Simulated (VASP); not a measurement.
## VASP 6.6.1 run: InP

INCAR

```
ISMEAR = -1
ENCUT = 520
IBRION = -1
LASPH = .TRUE.
LWAVE = .FALSE.
ISIF = 2
NSW = 0
SIGMA = 0.02
PREC = Accurate
LREAL = .FALSE.
NBANDS = 16
LCHARG = .FALSE.
NELM = 63
GGA = PE
ALGO = None
EDIFF = 1E-7
```

KPOINTS

```
KPOINTS created by Atomic Simulation Environment
0
Gamma
8 8 8
0 0 0
```

POSCAR

```
In P
 1.0000000000000000
     0.0000000000000000    2.9537876347999998    2.8947118821000002
     2.9537876347999998    0.0000000000000000    2.8947118821000002
     2.9537876347999998    2.9537876347999998    0.0000000000000000
 In  P
   1   1
Cartesian
  0.0000000000000000  0.0000000000000000  0.0000000000000000
  1.4768938173999999  1.4768938173999999  1.4473559410500001
```

The recommended PBE PAW datasets give the neutral cell 18 valence electrons.

Command

```
mpirun -np 1 vasp_std
```

OSZICAR

```
N       E                     dE             d eps       ncg     rms          rms(c)
NONE   1     0.380975295973E+03    0.38098E+03    0.00000E+00     0   0.000E+00
NONE   2     0.380975295973E+03    0.00000E+00    0.00000E+00     0   0.000E+00
NONE   3     0.380975295973E+03    0.00000E+00    0.00000E+00     0   0.000E+00
NONE   4     0.380975295973E+03    0.00000E+00    0.00000E+00     0   0.000E+00
NONE   5     0.380975295973E+03    0.00000E+00    0.00000E+00     0   0.000E+00    0.182E+03
NONE   6     0.630401285536E+03    0.24943E+03    0.00000E+00     0   0.000E+00    0.109E+03
NONE   7     0.877883191906E+03    0.24748E+03    0.00000E+00     0   0.000E+00    0.563E+00
NONE   8     0.890897616269E+03    0.13014E+02    0.00000E+00     0   0.000E+00    0.261E+00
NONE   9     0.899090521169E+03    0.81929E+01    0.00000E+00     0   0.000E+00    0.212E-01
NONE  10     0.898903589426E+03   -0.18693E+00    0.00000E+00     0   0.000E+00    0.227E-02
NONE  11     0.898879139122E+03   -0.24450E-01    0.00000E+00     0   0.000E+00    0.607E-03
NONE  12     0.898879579096E+03    0.43997E-03    0.00000E+00     0   0.000E+00    0.332E-04
NONE  13     0.898879525868E+03   -0.53228E-04    0.00000E+00     0   0.000E+00    0.203E-04
NONE  14     0.898879438710E+03   -0.87158E-04    0.00000E+00     0   0.000E+00    0.626E-06
NONE  15     0.898879438636E+03   -0.74506E-07    0.00000E+00     0   0.000E+00
   1 F= 0.89887944E+03 E0= 0.89887981E+03  d E =-.743154E-03
```

It converged. Results: gap between bands v and c on the k mesh -61.24 eV (bands overlap: a metal); least direct gap on the k mesh -41.02 eV; pressure 1075.6 GPa. Band v is the last that the valence electrons fill when counted band by band, and c is the next.

Why shouldn't this run be trusted?

No self-consistency without orbitals. On sound settings PBE gives a gap of 0.63 eV on its mesh and a pressure of 3.0 GPa for the intended cell. This run's energy (σ→0) differs from it by 453631 meV an atom.
